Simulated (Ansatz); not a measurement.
**Phonon spectrum of HfO$_{2}$**

Level of theory: DFT PBE, scalar-relativistic, plane waves, PAW (Ansatz). Settings: 420 eV plane-wave cutoff, Γ-centred 8×8×8 mesh, fixed occupations. No spin polarisation. Phonons by linear response, acoustic sum rule imposed.

The cell, relaxed at this level:
```
Hf O
1.0
     0.00000    2.54880    2.54880
     2.54880    0.00000    2.54880
     2.54880    2.54880    0.00000
Hf O
1 2
Direct
  0.00000 0.00000 0.00000
  0.75000 0.75000 0.75000
  0.25000 0.25000 0.25000
```

The cell was relaxed from a distorted copy of a database structure. Spin–orbit coupling is left out, which matters for heavy elements.

Force constants from linear response on a 4×4×4 q mesh.

(1) Is the structure dynamically stable on the q mesh?

(2) Give the frequencies (cm⁻¹) at the zone-boundary points of high symmetry (interpolated where a point lies off the q mesh).

Answers

(1) No: at q = (0.000, -0.500, -0.500) a mode is imaginary, 230i cm⁻¹.

(2)
```json
{"point": "X", "q": "0.500 0.000 0.500", "frequencies": "230i 89 89 249 285 285 546 546 676"}
{"point": "U", "q": "0.625 0.250 0.625", "frequencies": "120i 85 144 202 313 350 520 558 656"}
{"point": "K", "q": "0.375 0.375 0.750", "frequencies": "120i 85 144 202 313 350 520 558 656"}
{"point": "L", "q": "0.500 0.500 0.500", "frequencies": "82 82 183 388 388 488 498 498 574"}
{"point": "W", "q": "0.500 0.250 0.750", "frequencies": "90i 92 179 179 213 448 448 588 648"}
```
